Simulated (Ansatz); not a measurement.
# ZnS: energy and pressure over a range of volumes

An exercise on one series of results from a longer session: the logs are not shown, and one member is left open.

Program: Ansatz 0.2.0. Level of theory: DFT PBE, scalar-relativistic. These are calculated values, not measurements.

### The system as given

The structure is hexagonal, space group P6_3mc (No. 186). The conventional cell has a = 3.811 Å, b = 3.811 Å, c = 6.234 Å, α = 90.00°, β = 90.00°, γ = 120.00°. Around Zn (site symmetry 3m) lie 4 S at 2.31 to 2.40 Å. S (site symmetry 3m) has 4 Zn at 2.31 to 2.40 Å as nearest neighbours.

Structure file:

```cif
data_structure
_symmetry_space_group_name_H-M 'P6_3mc'
_symmetry_Int_Tables_number 186
_cell_length_a 3.8110
_cell_length_b 3.8110
_cell_length_c 6.2340
_cell_angle_alpha 90.000
_cell_angle_beta 90.000
_cell_angle_gamma 120.000
_cell_volume 78.41
loop_
_atom_site_label
_atom_site_type_symbol
_atom_site_symmetry_multiplicity
_atom_site_Wyckoff_symbol
_atom_site_fract_x
_atom_site_fract_y
_atom_site_fract_z
_atom_site_occupancy
Zn1 Zn 2 b 0.33333 0.66667 0.00000 1
S1 S 2 b 0.33333 0.66667 0.38500 1
```

The file gives the conventional cell by its symmetry; the runs use the cell typed in the input.

Atoms are numbered in the order of the input: Zn1, Zn2, S3, S4.

Set-up of the first run:

File input.yaml:

```yaml
crystal:
  lattice:
    - [3.7338632646, 0.0, 0.0]
    - [-1.8669316323, 3.2336204414, 0.0]
    - [0.0, 0.0, 6.1078223651]
  atoms:
    - { symbol: Zn, position: [0.3333333333, 0.6666666667, 0.0] }
    - { symbol: Zn, position: [0.6666666667, 0.3333333333, 0.5] }
    - { symbol: S, position: [0.3333333333, 0.6666666667, 0.385] }
    - { symbol: S, position: [0.6666666667, 0.3333333333, 0.885] }
kpoints:
  mp_grid: { grid: [8, 8, 5] }
scf:
  occupations: { method: fermi_dirac, width: 0.03 }
hamiltonian:
  xc: pbe
  pseudopotentials: { kind: all_electron, lapw: { basis_error: 0.001 } }
output:
  forces: true
  stress: true
  eigenvalues: true
```

Run with:

```console
> ansatz run input.yaml --threads 1 --pin off --max-ram 4096MiB --backend cpu --events-out ev --progress --plain --runs-dir out
```

Among the steps run: Volume × 0.9405, LAPW; Volume × 0.9405, PAW; Volume × 0.9405, crystal datasets; Volume × 0.98, LAPW; Volume × 0.98, PAW; Volume × 1.02, LAPW; Volume × 1.02, PAW; Volume × 1.06, LAPW; Volume × 1.06, PAW; Volume × 1.06, crystal datasets.

One table of the session follows, with a row left open; its other results are not shown here.

It belongs to the step «The equation of state». 

| method | volume (Å³/atom) | F above the lowest (meV/atom) | pressure (GPa) | gap on the k mesh (eV) | largest force (eV/Å) |
| --- | --- | --- | --- | --- | --- |
| LAPW | 18.436 | 40.0 | 7.88 | 2.54 | 0.399 |
| LAPW | 19.211 | 11.6 | 4.01 | 2.35 | 0.344 |
| LAPW | 19.995 | 0.0 | 0.84 | 2.16 | 0.296 |
| LAPW | 20.779 | 2.4 | -1.72 | 1.98 | 0.254 |
| PAW | 18.436 | ? | ? | ? | ? |
| PAW | 19.211 | 11.5 | 4.00 | 2.34 | 0.344 |
| PAW | 19.995 | 0.0 | 0.83 | 2.15 | 0.296 |
| PAW | 20.779 | 2.5 | -1.74 | 1.98 | 0.254 |
| crystal datasets | 18.436 | – | 7.87 | 2.54 | 0.399 |
| crystal datasets | 20.779 | – | -1.73 | 1.98 | 0.254 |

Q: Estimate the row for PAW, 18.436 from the others.

The run gave: F above the lowest (meV/atom): 39.9; pressure (GPa): 7.87; gap on the k mesh (eV): 2.54; largest force (eV/Å): 0.399.

Caveats from the session: Shape and positions are held, so a fully relaxed modulus can be lower. Warnings in the runs' records: crystal datasets made.
